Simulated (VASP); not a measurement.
# Al (Fm-3m) in VASP: settings compared

One crystal, Al, is run at these levels: RPBE, revPBE+D3(BJ); tasks: single point, electrostatic potential.

All numbers are computed with VASP 6.6.1; they aren't measurements. Logs are shortened: lines on timing, memory, paths and dates and some standing lists are left out, and cuts for length are marked.

## Step 1: The crystal as given

The structure is cubic, space group Fm-3m (No. 225). Conventional cell: a = 4.050 Å, b = 4.050 Å, c = 4.050 Å, α = 90.00°, β = 90.00°, γ = 90.00°. Al (site symmetry m-3m) is surrounded by 12 Al at 2.86 Å.

## Step 2: Single point, RPBE

File INCAR:

```
SYSTEM = Al
ALGO = Fast
EDIFF = 1E-6
ENCUT = 520
GGA = RP
ISIF = 2
ISMEAR = 0
LASPH = .True.
LCHARG = .False.
LREAL = .False.
LWAVE = .False.
NBANDS = 8
NELM = 100
PREC = Accurate
SIGMA = 0.05
```

File KPOINTS:

```
k-points
0
Gamma
  11 11 11
  0 0 0
```

File POSCAR:

```
Al
2.8635
    0.000000000000      0.707108433735      0.707108433735
    0.707108433735      0.000000000000      0.707108433735
    0.707108433735      0.707108433735      0.000000000000
Al
1
Direct
    0.0000000000      0.0000000000      0.0000000000
```

Potentials or basis: VASP PAW PBE potentials, release 64 (Al).

Command:

```console
> cat potpaw_PBE.64/Al/POTCAR > POTCAR
> mpirun -np 1 vasp_std > vasp.out
```

OUTCAR:

```text
SYSTEM = Al
   EDIFF = 1E-6
   ENCUT = 520
   GGA = RP
   ISIF = 2
   ISMEAR = 0
   LASPH = .True.
   LREAL = .False.
   NELM = 100
   PREC = Accurate

 ion  position               nearest neighbor table
   1  0.000  0.000  0.000-

  LATTYP: Found a face centered cubic cell.
 ALAT       =     4.0496100000

  Lattice vectors:

 A1 = (   0.0000000000,   2.0248050000,   2.0248050000)
 A2 = (   2.0248050000,   0.0000000000,   2.0248050000)
 A3 = (   2.0248050000,   2.0248050000,   0.0000000000)

Analysis of symmetry for initial positions (statically):
=====================================================================
 Subroutine PRICEL returns:
 Original cell was already a primitive cell.

 Routine SETGRP: Setting up the symmetry group for a
 face centered cubic supercell.

 Subroutine GETGRP returns: Found 48 space group operations
 (whereof 48 operations were pure point group operations)
 out of a pool of 48 trial point group operations.

The static configuration has the point symmetry O_h .

Analysis of symmetry for dynamics (positions and initial velocities):
=====================================================================
 Subroutine PRICEL returns:
 Original cell was already a primitive cell.

 Routine SETGRP: Setting up the symmetry group for a
 face centered cubic supercell.

 Subroutine GETGRP returns: Found 48 space group operations
 (whereof 48 operations were pure point group operations)
 out of a pool of 48 trial point group operations.

The dynamic configuration has the point symmetry O_h .

 Subroutine INISYM returns: Found 48 space group operations
 (whereof 48 operations are pure point group operations),
 and found     1 'primitive' translations

----------------------------------------------------------------------------------------

                                     Primitive cell

  volume of cell :      16.6027

  direct lattice vectors                    reciprocal lattice vectors
     0.000000000  2.024805000  2.024805000    -0.246937359  0.246937359  0.246937359
     2.024805000  0.000000000  2.024805000     0.246937359 -0.246937359  0.246937359
     2.024805000  2.024805000  0.000000000     0.246937359  0.246937359 -0.246937359

  length of vectors
     2.863506692  2.863506692  2.863506692     0.427708053  0.427708053  0.427708053

  position of ions in fractional coordinates (direct lattice)
[... 98 lines left out ...]
   LNONCOLLINEAR =      F non collinear calculations
   LSORBIT =      F    spin-orbit coupling
   LASPH  =      T    aspherical Exc in radial PAW
   ENCUT  =  520.0 eV  38.22 Ry    6.18 a.u.   5.32  5.32  5.32*2*pi/ulx,y,z
   NELM   =    100;   NELMIN=  2; NELMDL= -5     # of ELM steps
   EDIFF  = 0.1E-05   stopping-criterion for ELM
[... 8 lines left out ...]
   TEBEG  =    0.0;   TEEND  =   0.0 temperature during run
   PSTRESS=    0.0 pullay stress
   NELECT =       3.0000    total number of electrons
   NUPDOWN=      -1.0000    fix difference up-down
   EMIN   =  10.00;   EMAX   =-10.00  energy-range for DOS
   EFERMI =   0.00;   METHOD = LEGACY
   ISMEAR =     0;   SIGMA  =   0.05  broadening in eV -4-tet -1-fermi 0-gaus
   EFERMI_NEDOS =   21; number of points for ismear=-14 and -15
   IALGO  =     68    algorithm
   IMIX   =      4    mixing-type and parameters
     AMIX     =   0.40;   BMIX     =  1.00
     AMIX_MAG =   1.60;   BMIX_MAG =  1.00
  volume/ion in A,a.u.               =      16.60       112.04
  Fermi-wavevector in a.u.,A,eV,Ry     =   0.925526  1.748991 11.654733  0.856599
  Thomas-Fermi vector in A             =   2.051390
   LORBIT       =      0    0 simple, 1 ext, 2 COOP (PROOUT), +10 PAW based schemes
   GGA     = RP    functional components
   LHFCALC =     F    Hartree Fock is set to
   AEXX    =    0.0000 exact exchange contribution
   IVDW    =     0    specifies the selected vdW correction
   LEPSILON=     F    determine dielectric tensor
   LRPA    =     F    only Hartree local field effects (RPA)
 non-spin polarized calculation
 RMM-DIIS sequential band-by-band and
 Gauss-broadening in eV      SIGMA  =   0.05
  energy-cutoff  :      520.00
  volume of cell :       16.60
 maximum number of plane-waves:       459
 NGX is ok and might be reduce to    24
   NGX = 11   NGY = 11   NGZ = 11

 number of electron       3.0000000 magnetization

 Free energy of the ion-electron system (eV)
  ---------------------------------------------------
  ext. energy  EPLUGINS =         0.00000000
  ---------------------------------------------------
  free energy    TOTEN  =        -3.51506207 eV

  energy without entropy =       -3.51372094  energy(sigma->0) =       -3.51439151

 E-fermi :   8.0457     XC(G=0): -10.1183

 val. band max:        8.0273852502   @ k =  -0.4545   0.3636   0.0000
 cond. band min:       8.0634886114   @ k =   0.4545   0.1818   0.0909
 fundamental gap:      0.0361033612
 Fermi energy:         8.0456951286

 k-point     1 :       0.0000    0.0000    0.0000
  band No.  band energies     occupation
      1      -3.0651      2.00000
      2      20.5929      0.00000
      3      20.5929      0.00000
      4      20.5929      0.00000
      5      22.1670      0.00000
      6      22.1670      0.00000
      7      22.1670      0.00000
      8      24.3755      0.00000
[... 419 lines left out ...]
 k-point    40 :      -0.4545    0.1818    0.0909
  band No.  band energies     occupation
      1       2.9949      2.00000
      2       5.3531      2.00000
      3      14.5744      0.00000
      4      15.4152      0.00000
      5      20.6608      0.00000
      6      21.4735      0.00000
      7      26.7393      0.00000
      8      28.0720      0.00000

 [... further k-points ...]

------------------------ aborting loop because EDIFF is reached ----------------------------------------

  FORCE on cell =-STRESS in cart. coord.  units (eV):
  Direction    XX          YY          ZZ          XY          YZ          ZX
  --------------------------------------------------------------------------------------
  -------------------------------------------------------------------------------------
  Total        0.0833874      0.0833874      0.0833874     -0.0000000     -0.0000000      0.0000000
  in kB        8.0469534      8.0469534      8.0469534     -0.0000000     -0.0000000      0.0000000
  external PRESSURE =       8.0469534 kB  Pullay stress =       0.0000000 kB

 VOLUME and BASIS-vectors are now :
 -----------------------------------------------------------------------------
  energy-cutoff  :      520.00
  volume of cell :       16.60
      direct lattice vectors                 reciprocal lattice vectors
     0.000000000  2.024805000  2.024805000    -0.246937359  0.246937359  0.246937359
     2.024805000  0.000000000  2.024805000     0.246937359 -0.246937359  0.246937359
     2.024805000  2.024805000  0.000000000     0.246937359  0.246937359 -0.246937359

 POSITION                                       TOTAL-FORCE (eV/Angst)
 -----------------------------------------------------------------------------------
      0.00000      0.00000      0.00000        -0.000000     -0.000000     -0.000000
 -----------------------------------------------------------------------------------
    total drift:                                0.000000     -0.000000     -0.000000

  FREE ENERGIE OF THE ION-ELECTRON SYSTEM (eV)
  ---------------------------------------------------
  free  energy   TOTEN  =        -3.5150620750 eV

  energy  without entropy=       -3.5137209410  energy(sigma->0) =       -3.51439151
```

OSZICAR:

```text
N       E                     dE             d eps       ncg     rms          rms(c)
DAV:   1    -0.202773922119E+01   -0.20277E+01   -0.82559E+02   896   0.201E+02
DAV:   2    -0.352819184075E+01   -0.15005E+01   -0.14529E+01  1248   0.192E+01
DAV:   3    -0.353629881126E+01   -0.81070E-02   -0.80975E-02  1208   0.159E+00
DAV:   4    -0.353631575813E+01   -0.16947E-04   -0.16947E-04  1352   0.661E-02
DAV:   5    -0.353631580439E+01   -0.46254E-07   -0.47193E-07  1192   0.198E-03    0.183E+00
RMM:   6    -0.352441161400E+01    0.11904E-01   -0.99444E-04   896   0.211E-01    0.107E+00
RMM:   7    -0.351506205095E+01    0.93496E-02   -0.33109E-03  1001   0.362E-01    0.163E-01
RMM:   8    -0.351506338908E+01   -0.13381E-05   -0.13597E-04   998   0.816E-02    0.100E-02
RMM:   9    -0.351506286667E+01    0.52240E-06   -0.15576E-05  1022   0.234E-02    0.121E-02
RMM:  10    -0.351506207499E+01    0.79169E-06   -0.34837E-06  1039   0.116E-02
   1 F= -.35150621E+01 E0= -.35143915E+01  d E =-.134113E-02
```

Wall time 4.9 s (1 thread of AMD EPYC 9R45 (Zen 5), shared host); peak memory 0.1 GiB.

Results:

```
Free energy            : -3.5151 eV
Pressure               : 0.8 GPa
Band gap on the k mesh : none (metal or under the smearing width)
```

Caveat: the PAW data sets were made with another functional, which shifts forces and pressure a little.

## Step 3: Single point, RPBE

File run.py:

```python
from ase.calculators.vasp import Vasp
from ase.dft.bandgap import bandgap
from ase.io import read

atoms = read('Al.xyz')
calc = Vasp(
    directory='calc',
    xc='rpbe',
    pp='PBE',
    setups='materialsproject',
    prec='Accurate',
    encut=520,
    ediff=1e-06,
    ismear=0,
    sigma=0.05,
    lreal=False,
    lasph=True,
    nelm=100,
    algo='Fast',
    isif=2,
    lwave=False,
    lcharg=False,
    kpts=[11, 11, 11],
    gamma=True,
)
atoms.calc = calc

print('energy (eV):', atoms.get_potential_energy())
print('free energy (eV):', atoms.get_potential_energy(force_consistent=True))
print('forces (eV/A):')
print(atoms.get_forces())
print('stress (eV/A^3, Voigt):', atoms.get_stress())
print('Fermi level (eV):', calc.get_fermi_level())
gap, top, bottom = bandgap(calc)
print('band gap (eV):', gap, 'from (spin, k, band)', top, 'to', bottom)
```

File Al.xyz:

```xyz
1
Lattice="0.0000000000 2.0248050000 2.0248050000 2.0248050000 0.0000000000 2.0248050000 2.0248050000 2.0248050000 0.0000000000" Properties=species:S:1:pos:R:3 pbc="T T T"
Al     0.0000000000      0.0000000000      0.0000000000
```

Potentials or basis: VASP PAW PBE potentials, release 64 (Al).

Command:

```console
> python run.py
```

Wall time 6.4 s (1 thread of AMD EPYC 9R45 (Zen 5), shared host); peak memory 0.09 GiB.

The run converged. Its results:

| Property | Result |
| --- | --- |
| Free energy | -3.5151 eV |
| Pressure | 0.8 GPa |
| Band gap on the k mesh | none (metal or under the smearing width) |

Levels at points of the mesh, in eV from the Fermi level:
| k point | band 1 | band 2 | band 3 | band 4 |
| --- | --- | --- | --- | --- |
| (0.00, 0.00, 0.00) | -11.11 | 12.55 | 12.55 | 12.55 |

Caveat: the PAW data sets were made with another functional, which shifts forces and pressure a little.

## Step 4: Electrostatic potential, revPBE+D3(BJ)

File INCAR:

```
SYSTEM = Al
PREC = Accurate ; ENCUT = 550
EDIFF = 1E-7 ; ISMEAR = 1
SIGMA = 0.2 ; LREAL = .FALSE.
LASPH = .TRUE. ; NELM = 80
ALGO = Fast ; ISIF = 2
LWAVE = .FALSE. ; LCHARG = .TRUE.
GGA = RE ; IVDW = 12
LVHAR = .TRUE.
```

File KPOINTS:

```
regular mesh
0
G
  11 11 11
  0 0 0
```

POSCAR is that of step 2.

Potentials or basis: VASP PAW PBE potentials, release 64 (Al_GW).

Command:

```console
> cat potpaw_PBE.64/Al_GW/POTCAR > POTCAR
> mpirun -np 1 vasp_std > vasp.out
```

OUTCAR:

```text
SYSTEM = Al
   PREC = Accurate
   ENCUT = 550
   EDIFF = 1E-7
   ISMEAR = 1
   LREAL = .FALSE.
   LASPH = .TRUE.
   NELM = 80
   ISIF = 2
   GGA = RE
   IVDW = 12
 IVDW          = 12

 ion  position               nearest neighbor table
   1  0.000  0.000  0.000-

  LATTYP: Found a face centered cubic cell.
 ALAT       =     4.0496100000

  Lattice vectors:

 A1 = (   0.0000000000,   2.0248050000,   2.0248050000)
 A2 = (   2.0248050000,   0.0000000000,   2.0248050000)
 A3 = (   2.0248050000,   2.0248050000,   0.0000000000)

Analysis of symmetry for initial positions (statically):
=====================================================================
 Subroutine PRICEL returns:
 Original cell was already a primitive cell.

 Routine SETGRP: Setting up the symmetry group for a
 face centered cubic supercell.

 Subroutine GETGRP returns: Found 48 space group operations
 (whereof 48 operations were pure point group operations)
 out of a pool of 48 trial point group operations.

The static configuration has the point symmetry O_h .

Analysis of symmetry for dynamics (positions and initial velocities):
[... 187 lines left out ...]

 val. band max:        6.7474720603   @ k =  -0.4545   0.3636   0.0000
 cond. band min:       6.7806594633   @ k =   0.4545   0.1818   0.0909
 fundamental gap:      0.0331874030
 Fermi energy:         6.7479205539

 k-point     1 :       0.0000    0.0000    0.0000
  band No.  band energies     occupation
      1      -4.3508      2.00000
      2      19.3352      0.00000
      3      19.3352      0.00000
      4      19.3352      0.00000
      5      20.8280      0.00000
[... 305 lines left out ...]
 k-point    40 :      -0.4545    0.1818    0.0909
  band No.  band energies     occupation
      1       1.7092      2.00000
      2       4.0684      2.00000
      3      13.2924      0.00000
      4      14.1231      0.00000
      5      19.3639      0.00000

 [... further k-points ...]

------------------------ aborting loop because EDIFF is reached ----------------------------------------

 Edisp (eV)   -0.63472

 E8    (eV) :    -0.4493

  FORCE on cell =-STRESS in cart. coord.  units (eV):
  Direction    XX          YY          ZZ          XY          YZ          ZX
  --------------------------------------------------------------------------------------
  -------------------------------------------------------------------------------------
  Total      -0.60889    -0.60889    -0.60889    -0.00000     0.00000    -0.00000
  in kB     -58.75850   -58.75850   -58.75850    -0.00000     0.00000    -0.00000
  external pressure =      -58.76 kB  Pullay stress =        0.00 kB

 VOLUME and BASIS-vectors are now :
 -----------------------------------------------------------------------------
  energy-cutoff  :      550.00
  volume of cell :       16.60
      direct lattice vectors                 reciprocal lattice vectors
     0.000000000  2.024805000  2.024805000    -0.246937359  0.246937359  0.246937359
     2.024805000  0.000000000  2.024805000     0.246937359 -0.246937359  0.246937359
     2.024805000  2.024805000  0.000000000     0.246937359  0.246937359 -0.246937359

 POSITION                                       TOTAL-FORCE (eV/Angst)
 -----------------------------------------------------------------------------------
      0.00000      0.00000      0.00000         0.000000     -0.000000      0.000000
 -----------------------------------------------------------------------------------
    total drift:                               -0.000000      0.000000      0.000000

  FREE ENERGIE OF THE ION-ELECTRON SYSTEM (eV)
  ---------------------------------------------------
  free  energy   TOTEN  =        -4.1969609790 eV

  energy  without entropy=       -4.1960560169  energy(sigma->0) =       -4.19665932
```

OSZICAR:

```text
N       E                     dE             d eps       ncg     rms          rms(c)
DAV:   1    -0.115982489192E+01   -0.11598E+01   -0.13187E+03   560   0.411E+02
DAV:   2    -0.356224372688E+01   -0.24024E+01   -0.20416E+01   725   0.338E+01
DAV:   3    -0.358472326112E+01   -0.22480E-01   -0.22468E-01   730   0.357E+00
DAV:   4    -0.358501031620E+01   -0.28706E-03   -0.28705E-03   770   0.373E-01
DAV:   5    -0.358501355070E+01   -0.32345E-05   -0.32352E-05   765   0.243E-02    0.991E-01
RMM:   6    -0.357202330720E+01    0.12990E-01   -0.11510E-03   582   0.341E-01    0.621E-01
RMM:   7    -0.356217235323E+01    0.98510E-02   -0.57008E-03   719   0.685E-01    0.277E-02
RMM:   8    -0.356223227986E+01   -0.59927E-04   -0.50994E-04   621   0.271E-01    0.986E-03
RMM:   9    -0.356224280813E+01   -0.10528E-04   -0.10303E-04   726   0.110E-01    0.261E-03
RMM:  10    -0.356224488130E+01   -0.20732E-05   -0.25108E-05   715   0.575E-02    0.132E-03
RMM:  11    -0.356224565171E+01   -0.77041E-06   -0.55121E-06   712   0.240E-02    0.855E-04
RMM:  12    -0.356224553973E+01    0.11198E-06   -0.53678E-07   547   0.853E-03    0.333E-04
RMM:  13    -0.356224556412E+01   -0.24396E-07   -0.90786E-08   376   0.359E-03
   1 F= -.41969610E+01 E0= -.41966593E+01  d E =-.904962E-03
```

Wall time 5.8 s (1 thread of AMD EPYC 9R45 (Zen 5), shared host); peak memory 0.11 GiB.

What came out:

```yaml
Free_energy: -4.1970 eV
Pressure: -5.9 GPa
Band_gap_on_the_k_mesh: none (metal or under the smearing width)
Dispersion_energy_per_atom: -0.635 eV
```

Levels at points of the mesh, in eV from the Fermi level:
```
           k point  band 1  band 2  band 3  band 4  band 5
(0.00, 0.00, 0.00)  -11.10   12.59   12.59   12.59   14.08
```

Caveat: the PAW data sets were made with another functional, which shifts forces and pressure a little; pairwise dispersion overbinds metals, which lowers pressure and volume.

## Step 5: For comparison

An earlier run on the cell as given: functional PBE; potentials or basis VASP PAW PBE potentials, release 64 (Al); cutoff 520 eV; k mesh 11 × 11 × 11; occupations fermi-dirac, width 0.05 eV; no spin polarisation.

* Pressure: -0.5 GPa
* Band gap on the k mesh: none (metal or under the smearing width)

## Step 6: Overview

| task | level | potentials or basis | cutoff (eV) | smearing | gap on the mesh (eV) | pressure (GPa) |
| --- | --- | --- | --- | --- | --- | --- |
| single point | RPBE | VASP PAW PBE potentials, release 64 (Al) | 520 | gaussian 0.05 eV | none | 0.8 |
| electrostatic potential | revPBE+D3(BJ) | VASP PAW PBE potentials, release 64 (Al_GW) | 550 | methfessel-paxton 0.2 eV | none | -5.9 |
| single point | PBE | VASP PAW PBE potentials, release 64 (Al) | 520 | fermi-dirac 0.05 eV | none | -0.5 |

Alike in all rows: no spin polarisation; cell as given; k mesh 11 × 11 × 11.

Caveats: the PAW data sets were made with another functional, which shifts forces and pressure a little (some runs); pairwise dispersion overbinds metals, which lowers pressure and volume (some runs).

Absolute energies hang on the potentials; compare differences alone.
